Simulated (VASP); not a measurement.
Set up this calculation in VASP 6.6.1, as the native input.

```yaml
Task: relaxation of cell and atoms
Functional: PBE
Potentials_or_basis: VASP PAW PBE potentials, release 64 (Ta_pv, C)
Cutoff: 700 eV
k_mesh: 16 × 16 × 16
Occupations: gaussian, width 0.1 eV
Spin: no spin polarisation
Further_INCAR_settings: ALGO = Fast; EDIFF = 1e-07; IBRION = 2; EDIFFG = -0.002; NSW = 80; ISIF = 3
```

The structure of TaC lies in POSCAR:

```
TaC
1.0
    0.0000000000      2.2230000000      2.2230000000
    2.2230000000      0.0000000000      2.2230000000
    2.2230000000      2.2230000000      0.0000000000
Ta C
1 1
Direct
    0.0000000000      0.0000000000      0.0000000000
    0.5000000000      0.5000000000      0.5000000000
```

These files were run (other wordings do the same):

INCAR

```
PREC     = Accurate       # precision mode
ENCUT    = 700            # plane-wave cutoff, eV
EDIFF    = 1E-7           # SCF threshold, eV
ISMEAR   = 0              # smearing method
SIGMA    = 0.1            # smearing width, eV
LREAL    = False          # projectors in reciprocal space
LASPH    = True           # aspherical terms in the spheres
NELM     = 100            # most SCF steps
ALGO     = Fast           # electronic algorithm
ISIF     = 3              # what is computed and relaxed
LWAVE    = False          # write WAVECAR
LCHARG   = False          # write CHGCAR
GGA      = PE             # functional
IBRION   = 2              # ionic algorithm
NSW      = 80             # ionic steps
EDIFFG   = -0.002         # ionic threshold
```

KPOINTS

```
regular mesh
0
Gamma
  16 16 16
```

Potentials or basis: VASP PAW PBE potentials, release 64 (Ta_pv, C).

The run is started by

```console
$ cat potpaw_PBE.64/Ta_pv/POTCAR potpaw_PBE.64/C/POTCAR > POTCAR
$ mpirun -np 1 vasp_std > vasp.out
```

Results of the run:

- Relaxed volume: 11.22 Å³/atom
- Relaxed cell: a = 3.166 Å, b = 3.166 Å, c = 3.166 Å, α = 60.00°, β = 60.00°, γ = 60.00°
- Space group after relaxing (to 0.05 Å): Fm-3m (No. 225)
- Energy gained by relaxing: 5.3 meV/atom
- Ionic steps: 4
- Pressure after relaxing: 0.0 GPa
- Band gap on the k mesh: none (metal or under the smearing width)

Wall time 77 s on 1 thread of Intel(R) Xeon(R) 6975P-C (Granite Rapids) (shared host), peak memory 0.21 GiB.
